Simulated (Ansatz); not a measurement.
# GaN: band structure with PBE

**Experimental background.**

A printed reference work, textbook reports, for a bulk crystal of GaN at 0 K: band gap 3.299 eV (direct).

The system is GaN.

```
CELL_PARAMETERS angstrom
0.00000 2.25350 2.25350
2.25350 0.00000 2.25350
2.25350 2.25350 0.00000
ATOMIC_POSITIONS crystal
Ga 0.00000 0.00000 0.00000
N 0.25000 0.25000 0.25000
```

The cell is a database's computed one.

```
Program                             : Ansatz 0.2.0
Task                                : band structure
Functional                          : PBE
Potentials or basis                 : Ansatz NC
Cutoff                              : 1240 eV (not typed: the program's choice for these potentials)
k mesh                              : 10 × 10 × 10
Occupations                         : fermi-dirac, width 0.05 eV
Spin                                : no spin polarisation
Path                                : [["G", "X", "W", "K", "G", "L", "U", "W", "L", "K"], ["U", "X"]]
Points for each segment of the path : 14
```

The pressure is 5.3 GPa. The band gap on the k mesh is 1.74 eV, direct and the band gap along the path is 1.74 eV, direct.

Levels at the corners of the path, in eV from the valence-band top:
| point | band 5 | band 6 | band 7 | band 8 | band 9 | band 10 | band 11 | band 12 | band 13 | band 14 |
| --- | --- | --- | --- | --- | --- | --- | --- | --- | --- | --- |
| Γ | -13.27 | -13.27 | 0.00 | 0.00 | 0.00 | 1.74 | 10.31 | 10.31 | 10.31 | 17.60 |
| X | -13.19 | -11.52 | -6.12 | -2.70 | -2.70 | 3.36 | 6.66 | 11.71 | 13.96 | 13.96 |
| W | -13.25 | -11.25 | -5.69 | -3.69 | -3.63 | 6.23 | 8.39 | 10.28 | 11.11 | 15.25 |
| K | -13.23 | -11.37 | -5.86 | -4.25 | -2.17 | 5.00 | 7.87 | 11.07 | 12.84 | 13.59 |
| Γ | -13.27 | -13.27 | 0.00 | 0.00 | 0.00 | 1.74 | 10.31 | 10.31 | 10.31 | 17.60 |
| L | -13.22 | -11.97 | -7.03 | -0.97 | -0.97 | 4.65 | 8.73 | 10.36 | 10.36 | 15.63 |
| U | -13.23 | -11.37 | -5.86 | -4.25 | -2.17 | 5.00 | 7.87 | 11.07 | 12.84 | 13.59 |
| W | -13.25 | -11.25 | -5.69 | -3.69 | -3.63 | 6.23 | 8.39 | 10.28 | 11.11 | 15.25 |
| L | -13.22 | -11.97 | -7.03 | -0.97 | -0.97 | 4.65 | 8.73 | 10.36 | 10.36 | 15.63 |
| K | -13.23 | -11.37 | -5.86 | -4.25 | -2.17 | 5.00 | 7.87 | 11.07 | 12.84 | 13.59 |
| U | -13.23 | -11.37 | -5.86 | -4.25 | -2.17 | 5.00 | 7.87 | 11.07 | 12.84 | 13.59 |
| X | -13.19 | -11.52 | -6.12 | -2.70 | -2.70 | 3.36 | 6.66 | 11.71 | 13.96 | 13.96 |

It took 3.7 s on 2 threads of INTEL(R) XEON(R) PLATINUM 8581C CPU @ 2.30GHz (Emerald Rapids), on a shared host, peak memory 0.4 GiB.

A measured gap of GaN is 3.299 eV (direct; 0 K; a printed reference work, textbook); the calculated 1.74 eV misses it by -1.56 eV. Spin-orbit coupling on Ga is left out. The value is that of PBE, without temperature or zero-point motion. Semilocal functionals fall short of measured gaps as a rule. The cell is a database's relaxed one, not the measured one, which moves gaps too.
